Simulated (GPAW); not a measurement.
# TiB2 (P6/mmm) in GPAW: settings compared, part 2 of 2

GPAW 26.7.0. Earlier steps stand in the parts before.

## (6) Relaxation of cell and atoms, PBEsol, target pressure 5 GPa, at which the enthalpy is minimised

File run.py:

```python
from ase import Atoms
from ase.filters import FrechetCellFilter
from ase.io import write
from ase.optimize import BFGS
from ase.units import GPa
from gpaw import GPAW, PW, setup_paths

setup_paths.insert(0, '.')

atoms = Atoms(['Ti', 'B', 'B'],
              cell=[[3.0292, 0.0, 0.0],
                    [-1.5146, 2.6233641531, 0.0],
                    [0.0, 0.0, 3.2284]],
              scaled_positions=[[0.0, 0.0, 0.0],
                                [0.6666666667, 0.3333333333, 0.5],
                                [0.3333333333, 0.6666666667, 0.5]],
              pbc=True)

calc = GPAW(mode=PW(800),
            xc='PBEsol',
            kpts={'size': (7, 7, 6), 'gamma': True},
            occupations={'name': 'fermi-dirac', 'width': 0.05},
            nbands=20,
            convergence={'density': 1e-05, 'forces': 0.0001},
            maxiter=150,
            txt='gpaw.txt')
atoms.calc = calc
opt = BFGS(FrechetCellFilter(atoms, scalar_pressure=5 * GPa), trajectory='relax.traj', logfile='-')
done = opt.run(fmax=0.02, steps=60)
calc.write('gs.gpw')
write('result.traj', atoms)
print('Converged:', done)
print('Cell:', atoms.cell.cellpar().round(4))
print('Volume:', round(atoms.get_volume(), 4))
print(atoms.get_scaled_positions().round(5))
```

Potentials or basis: PAW data sets generated in the run's folder for this functional, pw.

Run with:

```bash
$ gpaw-setup -f PBEsol B Ti
$ OMP_NUM_THREADS=1 python run.py
```

gpaw.txt:

```text
__  _  _
 | _ |_)|_||  |
 |__||  | ||/\| - 26.7.0

Input parameters:
  mode=PW(ecut=800.0),
  convergence={'density': 1e-05, 'forces': 0.0001},
  kpts=MonkhorstPack(size=(7, 7, 6), gamma=True),
  maxiter=150,
  nbands=20,
  occupations=Occupations(name='fermi-dirac', width=0.05),
  xc=XC(name='PBEsol')

Diagonalizing LCAO Hamiltonian
Converting LCAO to pw mode

         B  B

       Ti

Atoms  # Å, Bohr magnetons
|   | symbol |         x |        y |        z |    initial magnetic moments |
|---|--------|-----------|----------|----------|-----------------------------|
| 0 |     Ti |  0.000000 | 0.000000 | 0.000000 | ( 0.0000,  0.0000,  0.0000) |
| 1 |      B |  1.514600 | 0.874455 | 1.614200 | ( 0.0000,  0.0000,  0.0000) |
[... 1277 lines left out ...]
|      yes |  0.000000 | -0.000000 | 3.162373 | 3.162373 | 120.000000 |

Number of symmetries: 24
Symmetry operations  # r_c * U_cc + t_c -> r_c
|    | kind |            matrix            |
|----|------|------------------------------|
|  0 |  σ   |  1, 1, 0,  0,-1, 0,  0, 0, 1 |
|  1 |  C2  |  1, 1, 0,  0,-1, 0,  0, 0,-1 |
|  2 |  C6  |  1, 1, 0, -1, 0, 0,  0, 0, 1 |
|  3 |  S6  |  1, 1, 0, -1, 0, 0,  0, 0,-1 |
|  4 |  E   |  1, 0, 0,  0, 1, 0,  0, 0, 1 |
|  5 |  σ   |  1, 0, 0,  0, 1, 0,  0, 0,-1 |
|  6 |  σ   |  1, 0, 0, -1,-1, 0,  0, 0, 1 |
|  7 |  C2  |  1, 0, 0, -1,-1, 0,  0, 0,-1 |
|  8 |  σ   |  0, 1, 0,  1, 0, 0,  0, 0, 1 |
[... 149 lines left out ...]
SCF iterations
|iter     | |      energy | eigst |  dens |force |
|---------|-|-------------|-------|-------|------|
|iter:   1| |  -24.740133 | -2.92 |       |      |
|iter:   2| |  -24.740130 | -6.07 | -3.16 |      |
|iter:   3| |  -24.740104c| -5.71 | -3.19 |      |
|iter:   4| |  -24.740104c| -7.24 | -3.90 |      |
|iter:   5| |  -24.740104c| -7.89c| -4.21 |      |
|iter:   6| |  -24.740104c| -8.28c| -4.52 |      |
|iter:   7| |  -24.740104c| -9.15c| -5.34c|      |
|iter:   8| |  -24.740104c|-10.01c| -6.15c|-16.18c|

Converged in 8 steps
Energy contributions relative to reference atoms: (reference = -24529.462339)

Energy contributions:
  Kinetic:          25.151207
  Coulomb:         -22.119448
  Zero:              0.049194
  External:          0.000000
  Xc:              -27.820164
  Entropy:          -0.001786
  Spinorbit:         0.000000
  ----------------------------
  Free energy:     -24.740997
  Extrapolated:    -24.740104
[... 37 lines left out ...]
Forces  # eV/Ang
|        x |        y |       z |
|----------|----------|---------|
| -0.00000 |  0.00000 | 0.00000 |  # Ti   0
|  0.00000 | -0.00000 | 0.00000 |  # B    1
| -0.00000 |  0.00000 | 0.00000 |  # B    2

# Writing to gs.gpw (mode='')
```

stdout:

```text
Step          Energy          fmax
BFGS:    0      -23.940923        0.631028
BFGS:    1      -23.950846        0.532838
BFGS:    2      -23.968135        0.085993
BFGS:    3      -23.968487        0.087502
BFGS:    4      -23.969502        0.039946
BFGS:    5      -23.969501        0.009912
Converged: True
Cell: [  3.0045   3.0045   3.1624  90.      90.     120.    ]
Volume: 24.7214
[[0.      0.      0.     ]
 [0.66667 0.33333 0.5    ]
 [0.33333 0.66667 0.5    ]]
```

It took 67 s on 1 thread of Arm Neoverse V2, shared host; peak memory 0.24 GiB.

Results:

```yaml
Free_energy: -24.7410 eV
Relaxed_volume: 8.24 Å³/atom
Relaxed_cell: a = 3.004 Å, b = 3.004 Å, c = 3.162 Å, α = 90.00°, β = 90.00°, γ = 120.00°
Space_group_after_relaxing_to_0.05_Å: P6/mmm (No. 191)
Energy_change_on_relaxing_the_enthalpy_is_what_falls: +0.1 meV/atom
Ionic_steps: 6
Pressure_after_relaxing: 4.9 GPa
Band_gap_on_the_k_mesh: none (metal or under the smearing width)
```

The path:
| step | energy change (eV) | largest force (eV/Å) | pressure (GPa) | volume (Å³) |
| --- | --- | --- | --- | --- |
| 1 | 0.0000 | 0.0000 | -4.65 | 25.66 |
| 2 | -0.0041 | 0.0000 | -2.81 | 25.47 |
| 3 | 0.0029 | 0.0000 | 5.56 | 24.68 |
| 4 | 0.0019 | 0.0000 | 5.28 | 24.71 |
| 5 | -0.0004 | 0.0000 | 4.65 | 24.74 |
| 6 | 0.0003 | 0.0000 | 4.85 | 24.72 |

Final structure:
```
Ti B
1.0
     3.00445    0.00000    0.00000
    -1.50223    2.60193    0.00000
     0.00000    0.00000    3.16237
Ti B
1 2
Direct
  0.00000 0.00000 0.00000
  0.66667 0.33333 0.50000
  0.33333 0.66667 0.50000
```

Caveat: later steps reuse the first step's grids.

## (7) Summary

| task | level | potentials or basis | U | cell | k mesh | cutoff (eV) | maxiter | convergence | optimizer | fmax | max steps | gap on the mesh (eV) | pressure (GPa) |
| --- | --- | --- | --- | --- | --- | --- | --- | --- | --- | --- | --- | --- | --- |
| single point | PBE | GPAW PAW data sets (gpaw-data 1.2.1), pw | - | as given | 8 × 8 × 7 | 600 | 120 | default | - | - | - | none | 0.3 |
| single point | LDA+U | PAW data sets generated in the run's folder for this functional, pw | Ti d U = 8 eV | as given | 8 × 8 × 7 | 600 | 120 | default | - | - | - | none | -0.6 |
| relaxation of cell and atoms | PBEsol | PAW data sets generated in the run's folder for this functional, pw | - | relaxed | 7 × 7 × 6 | 800 | 150 | density=1e-05 forces=0.0001 | BFGS | 0.02 eV/Å | 60 | none | 0.0 |
| relaxation of cell and atoms | PBEsol | PAW data sets generated in the run's folder for this functional, pw | - | relaxed to 2 GPa | 7 × 7 × 6 | 800 | 150 | density=1e-05 forces=0.0001 | BFGS | 0.02 eV/Å | 60 | none | 1.9 |
| relaxation of cell and atoms | PBEsol | PAW data sets generated in the run's folder for this functional, pw | - | relaxed to 5 GPa | 7 × 7 × 6 | 800 | 150 | density=1e-05 forces=0.0001 | BFGS | 0.02 eV/Å | 60 | none | 4.9 |

Alike in all rows: no spin polarisation; smearing fermi-dirac 0.05 eV.

Caveats: later steps reuse the first step's grids (some runs); the cutoff is short for stress and forces, so pressures can be off by a GPa or more (some runs); U without spin polarisation on a metal has little footing (some runs); the U is typed as a test and isn't derived for this compound (some runs).

Total energies depend on the potentials used, so only differences within one code and one set of settings carry meaning.
